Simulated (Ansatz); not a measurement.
A run of Ansatz 0.2.0:

Contents of input.yaml:

```yaml
crystal:
  lattice:
    - [-3.045603, 3.045603, 1.55941]
    - [3.045603, -3.045603, 1.55941]
    - [3.045603, 3.045603, -1.55941]
  atoms:
    - { symbol: Hg, position: [0.75, 0.25, 0.5] }
    - { symbol: Te, position: [0.0, 0.0, 0.0] }
kpoints:
  mp_grid: { grid: [7, 7, 7] }
scf:
  occupations: { method: gaussian, width: 0.05 }
hamiltonian:
  xc: lda
  pseudopotentials: { kind: all_electron, lapw: { basis_error: 0.001 } }
magnetization:
  noncollinear: true
  spin_orbit: true
output:
  forces: true
  stress: true
  eigenvalues: true
```

Potentials or basis: all-electron LAPW, relativistic spinors.

Command:

```bash
$ ansatz run input.yaml --threads 1 --pin off --max-ram 3072MiB --backend cpu --events-out ev --progress --plain --runs-dir out
```

Hardware: 1 thread of Arm Neoverse V2, with other jobs on the host.

Problem. Estimate the wall time of this run.

Solution. Run time: 100 s on 1 thread of Arm Neoverse V2, on a shared host, peak memory 0.58 GiB. Counts: scf iterations 6, plane waves 395, k points 40, bands 70.
